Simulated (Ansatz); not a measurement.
CsPbI3 (cubic perovskite)

```
CELL_PARAMETERS angstrom
      6.39047     0.00000     0.00000
      0.00000     6.39047     0.00000
      0.00000     0.00000     6.39047
ATOMIC_POSITIONS crystal
  Cs 0.00000 0.00000 0.00000
  Pb 0.50000 0.50000 0.50000
  I  0.00000 0.50000 0.50000
  I  0.50000 0.50000 0.00000
  I  0.50000 0.00000 0.50000
```

The slice is a {100} plane (indices of the conventional cell) through the point (0.500, 0.500, 0.500) (fractional), spanned by u = [100] and v = [010] in vectors of this cell: u (6.39 Å) and v (6.39 Å, at 90° to u). It covers one period; positions are fractions (u, v).

These are PBE (plane waves to 420 eV, PAW, scalar-relativistic; Ansatz, a first-principles code) values and carry that method's errors. k mesh 5×5×5. Inside the PAW spheres the values are not all-electron values, and peaks at nuclei hang on which shells count as valence. CsPbI3 was relaxed with its symmetry unable to fall. Spin-orbit coupling is left out, though I and Pb are heavy. This is a high-temperature form of CsPbI3.

Three fields on this plane, each scaled to ten steps between its own extremes (0 low, 9 high; the total valence density on a logarithmic scale, the potential cut 8 eV below its top; x marks points blanked near nuclei; v = 0 in the bottom row):

Map A
```
|xxxxx0024300xxxxxxxxx0034200xxxx|
|xxxxx0035410xxxxxxxxx0145300xxxx|
|xxxxx0145530xxxxxxxxx0355410xxxx|
|xxxx003566520xxxxxxx025665300xxx|
|x000035677752000x000257776530000|
|00013567888764210124678887653100|
|22345678899887666667889988765432|
|44556788999999888889999998876554|
|33456789999999999999999999876543|
|00135789999999999999999999875310|
|x0002578999999999999999998752000|
|xxxx0268999999999999999998620xxx|
|xxxxx04799999999999999999740xxxx|
|xxxxx02689999999999999998620xxxx|
|xxxxx01689999999999999998610xxxx|
|xxxxxx068999999999999999860xxxxx|
|xxxxx01689999999999999998610xxxx|
|xxxxx02689999999999999998620xxxx|
|xxxxx04799999999999999999740xxxx|
|xxxx0268999999999999999998620xxx|
|x0002578999999999999999998752000|
|00135789999999999999999999875310|
|33456789999999999999999999876543|
|44556788999999888889999998876554|
|22345678899887666667889988765432|
|00013567888764210124678887653100|
|x000035677752000x000257776530000|
|xxxx003566520xxxxxxx025665300xxx|
|xxxxx0145530xxxxxxxxx0355410xxxx|
|xxxxx0035410xxxxxxxxx0145300xxxx|
|xxxxx0024300xxxxxxxxx0034200xxxx|
|xxxxxx02430xxxxxxxxxxx03420xxxxx|
```

Map B
```
|xxxxx9974321xxxxxxxxx1234799xxxx|
|xxxxx9864211xxxxxxxxx1124689xxxx|
|xxxxx9853211xxxxxxxxx1123589xxxx|
|xxxx986431100xxxxxxx001134689xxx|
|x999875321000011x110000123578999|
|99886532100000001000000012356889|
|77654321100000000000000011234567|
|54433211000000000000000001123344|
|33221100000000000000000000011223|
|22111000000000000000000000001112|
|x1110000000000000000000000000111|
|xxxx0000000000000000000000000xxx|
|xxxxx00000000000000000000000xxxx|
|xxxxx10000000000000000000001xxxx|
|xxxxx10000000000000000000001xxxx|
|xxxxxx100000000000000000001xxxxx|
|xxxxx10000000000000000000001xxxx|
|xxxxx10000000000000000000001xxxx|
|xxxxx00000000000000000000000xxxx|
|xxxx0000000000000000000000000xxx|
|x1110000000000000000000000000111|
|22111000000000000000000000001112|
|33221100000000000000000000011223|
|54433211000000000000000001123344|
|77654321100000000000000011234567|
|99886532100000001000000012356889|
|x999875321000011x110000123578999|
|xxxx986431100xxxxxxx001134689xxx|
|xxxxx9853211xxxxxxxxx1123589xxxx|
|xxxxx9864211xxxxxxxxx1124689xxxx|
|xxxxx9974321xxxxxxxxx1234799xxxx|
|xxxxxx97532xxxxxxxxxxx23579xxxxx|
```

Map C
```
|xxxxx4323687xxxxxxxxx7863234xxxx|
|xxxxx4323688xxxxxxxxx8863234xxxx|
|xxxxx4323688xxxxxxxxx8863234xxxx|
|xxxx432125888xxxxxxx888521234xxx|
|x444321114789988x889987411123444|
|33332110125799999999975210112333|
|22221100013589999999853100011222|
|33332110001357899987531000112333|
|66665421000124677764210001245666|
|88888753100002345432000013578888|
|x7888875310000112110000135788887|
|xxxx8998520000000000000258998xxx|
|xxxxx99974200000000000247999xxxx|
|xxxxx89986310000000001368998xxxx|
|xxxxx89997410000000001479998xxxx|
|xxxxxx999752000000000257999xxxxx|
|xxxxx89997410000000001479998xxxx|
|xxxxx89986310000000001368998xxxx|
|xxxxx99974200000000000247999xxxx|
|xxxx8998520000000000000258998xxx|
|x7888875310000112110000135788887|
|88888753100002345432000013578888|
|66665421000124677764210001245666|
|33332110001357899987531000112333|
|22221100013589999999853100011222|
|33332110125799999999975210112333|
|x444321114789988x889987411123444|
|xxxx432125888xxxxxxx888521234xxx|
|xxxxx4323688xxxxxxxxx8863234xxxx|
|xxxxx4323688xxxxxxxxx8863234xxxx|
|xxxxx4323687xxxxxxxxx7863234xxxx|
|xxxxxx32368xxxxxxxxxxx86323xxxxx|
```

**Question.** Assign the maps to these fields: density of the lowest conduction band (whole band as if filled, smooth part); electron localisation function (ELF); electrostatic potential energy of an electron, from the cell's mean.

**Answer.** A is the electrostatic potential energy of an electron, from the cell's mean; B is the density of the lowest conduction band (whole band as if filled, smooth part); C is the electron localisation function (ELF).
